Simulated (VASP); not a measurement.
C, 4 atoms in the cell. It takes space group Fmmm (No. 69, orthorhombic). Conventional cell: a = 2.461 Å, b = 4.263 Å, c = 6.708 Å, α = 90.00°, β = 90.00°, γ = 90.00°. Around C (site symmetry m2m) lie 3 C at 1.42 Å. The cell was built by a generator and needn't be a form met in nature.

* Program: VASP 6.6.1
* Task: single point
* Functional: LDA
* Potentials or basis: VASP PAW LDA potentials, release 64 (C)
* Cutoff: 520 eV
* k mesh: 16 × 16 × 4
* Occupations: fermi-dirac, width 0.05 eV
* Spin: no spin polarisation
* Further INCAR settings: ALGO = Normal; EDIFF = 1e-06; NBANDS = 16

Potentials or basis: VASP PAW LDA potentials, release 64 (C).

Run with:

```bash
$ cat potpaw_LDA.64/C/POTCAR > POTCAR
$ mpirun -np 1 vasp_std > vasp.out
```

Hardware: 1 thread of Intel(R) Xeon(R) Platinum 8488C (Sapphire Rapids) (shared host).

**Question.** Estimate the wall time of this run.

**Answer.** It took 60 s on 1 thread of Intel(R) Xeon(R) Platinum 8488C (Sapphire Rapids), with other jobs on the host, peak memory 0.19 GiB. Counts: scf iterations 12, k points 219.
